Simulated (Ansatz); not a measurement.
The system is CaSe.

```
Se Ca
1.0
     0.00000    2.95600    2.95600
     2.95600    0.00000    2.95600
     2.95600    2.95600    0.00000
Se Ca
1 1
Cartesian
  2.9560 2.9560 2.9560
  0.0000 0.0000 0.0000
```

Base run:

- Program: Ansatz 0.2.0
- Functional: PBE
- Potentials or basis: Ansatz PAW
- Cutoff: 420 eV (not typed: the program's choice for these potentials)
- k mesh: 8 × 8 × 8
- Occupations: fermi-dirac, width 0.05 eV
- Spin: no spin polarisation

Its results: band gap on the k mesh 2.03 eV, indirect (least direct gap 2.96 eV); pressure 1.2 GPa.

Q: The run is repeated on the same cell with these changes: functional from PBE to r2SCAN; cutoff from 420 eV (not typed: the program's choice for these potentials) to 500 eV (not typed: the program's choice for these potentials). What comes out?

A: Band gap on the k mesh 2.49 eV, indirect (least direct gap 3.44 eV); pressure 0.6 GPa.

r2SCAN gives the wider gap, since meta-GGAs in the generalised Kohn-Sham scheme recover part of the derivative discontinuity.

Caveats: the PAW data sets come from PBE, with cores solved anew for the run's functional, which leaves a small shift of forces and pressure (some runs).
